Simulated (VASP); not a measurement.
ZnS:

```
Zn S
1.0
     0.00000    2.68033    2.68033
     2.68033    0.00000    2.68033
     2.68033    2.68033    0.00000
Zn S
1 1
Direct
  0.25000 0.25000 0.25000
  0.00000 0.00000 0.00000
```

Program: VASP 6.6.1. Alike in all runs: task band structure; no spin polarisation; cell as given; k mesh 10 × 10 × 10; cutoff (eV) 520; smearing gaussian 0.03 eV.

Question: Order these runs on this cell by their band gap on the k mesh, lowest first.
A. level LDA; potentials or basis VASP PAW LDA potentials, release 64 (Zn, S)
B. level TB-mBJ; potentials or basis VASP PAW PBE potentials, release 64 (Zn, S)
C. level r2SCAN; potentials or basis VASP PAW PBE potentials, release 64 (Zn, S)

Answer: A (2.00 eV), C (2.79 eV), B (3.79 eV).

Runs at the PBE level aren't shown here.
